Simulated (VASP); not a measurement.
# BN (P6_3mc) in VASP: a series of runs

The runs below take BN through single point, with r2SCAN.

All numbers are computed with VASP 6.6.1; they aren't measurements. Logs are shortened: lines on timing, memory, paths and dates and some standing lists are left out, and cuts for length are marked.

### 1 The crystal as given

The structure is hexagonal, space group P6_3mc (No. 186). The conventional cell has a = 2.554 Å, b = 2.554 Å, c = 4.227 Å, α = 90.00°, β = 90.00°, γ = 120.00°. Around N (site symmetry 3m) lie 4 B at 1.57 to 1.58 Å. Around B (site symmetry 3m) lie 4 N at 1.57 to 1.58 Å.

Measurements of this composition are mostly on another form, of space group No. 194.

### 2 Single point, r2SCAN

The input, INCAR:

```
  ADDGRID = F
  ALGO = Normal
  EDIFF = 1E-6
  ENCUT = 600
  ISIF = 2
  ISMEAR = 0
  LASPH = T
  LCHARG = F
  LMIXTAU = T
  LREAL = F
  LWAVE = F
  METAGGA = R2SCAN
  NBANDS = 16
  NELM = 100
  PREC = Accurate
  SIGMA = 0.05
```

The input, KPOINTS:

```
k-points
0
Gamma
  4 4 2
```

The input, POSCAR:

```
BN
1.0
    2.5539396017      0.0000000000      0.0000000000
   -1.2769698009      2.2117765748      0.0000000000
    0.0000000000      0.0000000000      4.2268550000
N B
2 2
Direct
    0.3333333333      0.6666666667      0.1252760000
    0.6666666667      0.3333333333      0.6252760000
    0.3333333333      0.6666666667      0.4997240000
    0.6666666667      0.3333333333      0.9997240000
```

Potentials or basis: VASP PAW PBE potentials, release 64 (N_s, B_s).

Command:

```sh
cat potpaw_PBE.64/N_s/POTCAR potpaw_PBE.64/B_s/POTCAR > POTCAR
mpirun -np 1 vasp_std > vasp.out
```

OUTCAR:

```text
EDIFF = 1E-6
   ENCUT = 600
   ISIF = 2
   ISMEAR = 0
   LASPH = T
   LREAL = F
   METAGGA = R2SCAN
   NELM = 100
   PREC = Accurate

 Found      8 irreducible k-points:

 Following reciprocal coordinates:
            Coordinates               Weight
  0.000000  0.000000  0.000000      1.000000
  0.250000  0.000000  0.000000      6.000000
  0.500000  0.000000  0.000000      3.000000
  0.250000  0.250000  0.000000      6.000000
  0.000000  0.000000  0.500000      1.000000
  0.250000  0.000000  0.500000      6.000000
   k-points           NKPTS =      8   k-points in BZ     NKDIM =      8   number of bands    NBANDS=     16
   number of dos      NEDOS =    301   number of ions     NIONS =      4
   total plane-waves  NPLWV =  14400
   dimension x,y,z NGX =    20 NGY =   20 NGZ =   36
   dimension x,y,z NGXF=    40 NGYF=   40 NGZF=   72
   ions per type =               2   2
   NGX,Y,Z   is equivalent  to a cutoff of  13.02, 13.02, 14.16 a.u.
   NGXF,Y,Z  is equivalent  to a cutoff of  26.04, 26.04, 28.32 a.u.
 SYSTEM =  unknown system
   PREC   = accura    normal or accurate (medium, high low for compatibility)
   ISTART =      0    job   : 0-new  1-cont  2-samecut
   ICHARG =      2    charge: 1-file 2-atom 10-const
   ISPIN  =      1    spin polarized calculation?
   LNONCOLLINEAR =      F non collinear calculations
   LSORBIT =      F    spin-orbit coupling
   LASPH  =      T    aspherical Exc in radial PAW
   ENCUT  =  600.0 eV  44.10 Ry    6.64 a.u.   5.10  5.10  8.44*2*pi/ulx,y,z
   NELM   =    100;   NELMIN=  2; NELMDL= -5     # of ELM steps
   EDIFF  = 0.1E-05   stopping-criterion for ELM
   LREAL  =      F    real-space projection
   EDIFFG = 0.1E-04   stopping-criterion for IOM
   NSW    =      0    number of steps for IOM
   IBRION =     -1    ionic relax: 0-MD 1-quasi-New 2-CG
   NFREE  =      0    steps in history (QN), initial steepest desc. (CG)
   ISIF   =      2    stress and relaxation
   ISYM   =      2    0-nonsym 1-usesym 2-fastsym
   POTIM  = 0.5000    time-step for ionic-motion
   TEBEG  =    0.0;   TEEND  =   0.0 temperature during run
   PSTRESS=    0.0 pullay stress
   NELECT =      16.0000    total number of electrons
   NUPDOWN=      -1.0000    fix difference up-down
   EMIN   =  10.00;   EMAX   =-10.00  energy-range for DOS
   EFERMI =   0.00;   METHOD = LEGACY
   ISMEAR =     0;   SIGMA  =   0.05  broadening in eV -4-tet -1-fermi 0-gaus
   EFERMI_NEDOS =   21; number of points for ismear=-14 and -15
   IALGO  =     38    algorithm
   IMIX   =      4    mixing-type and parameters
     AMIX     =   0.40;   BMIX     =  1.00
     AMIX_MAG =   1.60;   BMIX_MAG =  1.00
  volume/ion in A,a.u.               =       5.97        40.28
  Fermi-wavevector in a.u.,A,eV,Ry     =   1.432600  2.707222 27.923836  2.052344
  Thomas-Fermi vector in A             =   2.552210
   LORBIT       =      0    0 simple, 1 ext, 2 COOP (PROOUT), +10 PAW based schemes
   METAGGA = R2SCAN    functional components
   LHFCALC =     F    Hartree Fock is set to
   AEXX    =    0.0000 exact exchange contribution
   IVDW    =     0    specifies the selected vdW correction
   LEPSILON=     F    determine dielectric tensor
   LRPA    =     F    only Hartree local field effects (RPA)
 non-spin polarized calculation
 Gauss-broadening in eV      SIGMA  =   0.05
  energy-cutoff  :      600.00
  volume of cell :       23.88
 maximum number of plane-waves:       807
   NGX = 11   NGY = 11   NGZ = 17

 number of electron      16.0000000 magnetization

 Free energy of the ion-electron system (eV)
  ---------------------------------------------------
  ext. energy  EPLUGINS =         0.00000000
  ---------------------------------------------------
  free energy    TOTEN  =       -38.07859594 eV

  energy without entropy =      -38.07859594  energy(sigma->0) =      -38.07859594

 E-fermi :   9.4337     XC(G=0): -13.5682

 val. band max:        9.1364687989   @ k =   0.0000   0.0000   0.0000
 cond. band min:      15.9751951427   @ k =   0.2500   0.2500   0.0000
 fundamental gap:      6.8387263438
 Fermi energy:         9.4336882872

 k-point     1 :       0.0000    0.0000    0.0000
  band No.  band energies     occupation
      1     -12.2439      2.00000
      2      -8.0490      2.00000
      3      -2.1266      2.00000
      4       6.9430      2.00000
      5       6.9430      2.00000
      6       8.8627      2.00000
[... 8 lines left out ...]
     15      21.8042      0.00000
     16      26.3775      0.00000

 k-point     2 :       0.2500    0.0000    0.0000
  band No.  band energies     occupation
      1     -10.8802      2.00000
      2      -7.0967      2.00000
      3      -0.7759      2.00000
      4       2.4440      2.00000
      5       5.1954      2.00000
      6       5.1968      2.00000
[... 8 lines left out ...]
     15      25.0698      0.00000
     16      25.5018      0.00000

 k-point     3 :       0.5000    0.0000    0.0000
  band No.  band energies     occupation
      1      -8.1014      2.00000
      2      -6.7464      2.00000
      3      -0.7180      2.00000
      4       1.0104      2.00000
      5       1.9609      2.00000
      6       3.9818      2.00000
[... 8 lines left out ...]
     15      26.6592      0.00000
     16      28.1147      0.00000

 k-point     4 :       0.2500    0.2500    0.0000
  band No.  band energies     occupation
      1      -8.5016      2.00000
      2      -6.2688      2.00000
      3       0.6911      2.00000
      4       0.8115      2.00000
      5       1.6172      2.00000
      6       3.1462      2.00000
[... 8 lines left out ...]
     15      24.9964      0.00000
     16      26.6579      0.00000

 k-point     5 :       0.0000    0.0000    0.5000
  band No.  band energies     occupation
      1     -10.7517      2.00000
      2     -10.7517      2.00000
      3       3.1940      2.00000
      4       3.1940      2.00000
      5       7.9239      2.00000
      6       7.9239      2.00000
[... 8 lines left out ...]
     15      23.1576      0.00000
     16      23.1576      0.00000

 k-point     6 :       0.2500    0.0000    0.5000
  band No.  band energies     occupation
      1      -9.4786      2.00000
      2      -9.4786      2.00000
      3       2.5616      2.00000
      4       2.5616      2.00000
      5       4.9193      2.00000
      6       4.9193      2.00000
[... 8 lines left out ...]
     15      24.7478      0.00000
     16      24.7478      0.00000

 [... further k-points ...]
[... 5 lines left out ...]
  --------------------------------------------------------------------------------------
  -------------------------------------------------------------------------------------
  Total       -0.3435702     -0.3435702     -0.6017313      0.0000000      0.0000000      0.0000000
  in kB      -23.0545577    -23.0545577    -40.3779198      0.0000000      0.0000000      0.0000000
  external PRESSURE =     -28.8290117 kB  Pullay stress =       0.0000000 kB

 VOLUME and BASIS-vectors are now :
 -----------------------------------------------------------------------------
  energy-cutoff  :      600.00
  volume of cell :       23.88
      direct lattice vectors                 reciprocal lattice vectors
     2.553939602  0.000000000  0.000000000     0.391551938  0.226062617  0.000000000
    -1.276969801  2.211776575  0.000000000     0.000000000  0.452125233  0.000000000
     0.000000000  0.000000000  4.226855000     0.000000000  0.000000000  0.236582518

 POSITION                                       TOTAL-FORCE (eV/Angst)
 -----------------------------------------------------------------------------------
     -0.00000      1.47452      0.52952         0.000000     -0.000000     -0.108382
      1.27697      0.73726      2.64295        -0.000000      0.000000     -0.108382
     -0.00000      1.47452      2.11226        -0.000000      0.000000      0.108382
      1.27697      0.73726      4.22569         0.000000     -0.000000      0.108382
 -----------------------------------------------------------------------------------
    total drift:                               -0.000000      0.000000     -0.000111

  FREE ENERGIE OF THE ION-ELECTRON SYSTEM (eV)
  ---------------------------------------------------
  free  energy   TOTEN  =       -38.0785959425 eV

  energy  without entropy=      -38.0785959425  energy(sigma->0) =      -38.07859594
```

Wall time 27 s (1 thread of Intel Xeon Platinum 8488C (Sapphire Rapids), shared host); peak memory 0.14 GiB.

These settings aren't checked as converged: the numbers below hold their error.

Results:

```yaml
Free_energy: -38.0786 eV
Pressure: -2.9 GPa
Largest_force: 0.108 eV/Å
Band_gap_on_the_k_mesh: 6.84 eV, indirect (least direct gap 9.01 eV)
```

Caveat: the k mesh is coarse (spacing up to 0.74 Å⁻¹), so the values aren't converged; the PAW data sets were made with another functional, which shifts forces and pressure a little.

### 3 Single point, r2SCAN

Edit INCAR of step 2 so:

```diff
@@ -3,3 +3,3 @@
   EDIFF = 1E-6
-  ENCUT = 600
+  ENCUT = 200
   ISIF = 2
```

The input, KPOINTS:

```
k-points
0
Gamma
  7 7 4
```

POSCAR is that of step 2.

Potentials or basis: VASP PAW PBE potentials, release 64 (N_s, B_s).

Command:

```sh
cat potpaw_PBE.64/N_s/POTCAR potpaw_PBE.64/B_s/POTCAR > POTCAR
mpirun -np 1 vasp_std > vasp.out
```

Run time: 27 s. Hardware: 1 thread of Intel Xeon Platinum 8488C (Sapphire Rapids), shared host; peak memory 0.1 GiB.

The run converged, but a check on its numbers failed (symmetry, net force, bounds or a known fault of this set-up), so they aren't taken as properties of the crystal.

Caveat: the cutoff lies under the usual one of these potentials, so the numbers hold a large basis-set error; a pressure of tens of GPa on the cell as given is suspect, and the run, the potentials or the cell itself is likely at fault; the PAW data sets were made with another functional, which shifts forces and pressure a little; an odd mesh through Γ misses points on the zone boundary, where band edges often lie.

### 4 Single point, r2SCAN

Edit INCAR of step 3 so:

```diff
@@ -3,3 +3,3 @@
   EDIFF = 1E-6
-  ENCUT = 200
+  ENCUT = 350
   ISIF = 2
```

The input, KPOINTS:

```
k-points
0
Gamma
  6 6 3
```

POSCAR is that of step 3.

Command:

```sh
cat potpaw_PBE.64/N_s/POTCAR potpaw_PBE.64/B_s/POTCAR > POTCAR
mpirun -np 1 vasp_std > vasp.out
```

Wall time 26 s (1 thread of Intel Xeon Platinum 8488C (Sapphire Rapids), shared host); peak memory 0.12 GiB.

The run converged, but some of its settings lie outside the range that counts as converged, so its numbers aren't taken as properties of the crystal.

Results:

- Free energy: -38.0936 eV
- Pressure: -3.4 GPa
- Largest force: 0.022 eV/Å
- Band gap on the k mesh: 5.73 eV, indirect (least direct gap 8.92 eV)

Caveat: the k mesh is coarse (spacing up to 0.50 Å⁻¹), so the values aren't converged; the PAW data sets were made with another functional, which shifts forces and pressure a little; an odd mesh through Γ misses points on the zone boundary, where band edges often lie.

### 5 Single point, r2SCAN

Edit INCAR of step 4 so:

```diff
@@ -3,3 +3,3 @@
   EDIFF = 1E-6
-  ENCUT = 350
+  ENCUT = 250
   ISIF = 2
```

The input, KPOINTS:

```
k-points
0
Gamma
  7 7 4
```

POSCAR is that of step 4.

Command:

```sh
cat potpaw_PBE.64/N_s/POTCAR potpaw_PBE.64/B_s/POTCAR > POTCAR
mpirun -np 1 vasp_std > vasp.out
```

Run time: 26 s. Hardware: 1 thread of Intel Xeon Platinum 8488C (Sapphire Rapids), shared host; peak memory 0.11 GiB.

The run converged, but a check on its numbers failed (symmetry, net force, bounds or a known fault of this set-up), so they aren't taken as properties of the crystal.

Caveat: the cutoff lies under the usual one of these potentials, so the numbers hold a large basis-set error; the PAW data sets were made with another functional, which shifts forces and pressure a little; an odd mesh through Γ misses points on the zone boundary, where band edges often lie.

### 6 Single point, r2SCAN

Edit INCAR of step 5 so:

```diff
@@ -3,3 +3,3 @@
   EDIFF = 1E-6
-  ENCUT = 250
+  ENCUT = 400
   ISIF = 2
```

The input, KPOINTS:

```
k-points
0
Gamma
  6 6 3
```

POSCAR is that of step 5.

Potentials or basis: VASP PAW PBE potentials, release 64 (N_s, B_s).

Command:

```sh
cat potpaw_PBE.64/N_s/POTCAR potpaw_PBE.64/B_s/POTCAR > POTCAR
mpirun -np 1 vasp_std > vasp.out
```

Wall time 27 s (1 thread of Intel Xeon Platinum 8488C (Sapphire Rapids), shared host); peak memory 0.12 GiB.

The run converged, but some of its settings lie outside the range that counts as converged, so its numbers aren't taken as properties of the crystal.

Results:

```
Free energy            : -38.1097 eV
Pressure               : -3.9 GPa
Largest force          : 0.022 eV/Å
Band gap on the k mesh : 5.73 eV, indirect (least direct gap 8.92 eV)
```

Caveat: the k mesh is coarse (spacing up to 0.50 Å⁻¹), so the values aren't converged; the PAW data sets were made with another functional, which shifts forces and pressure a little; an odd mesh through Γ misses points on the zone boundary, where band edges often lie.
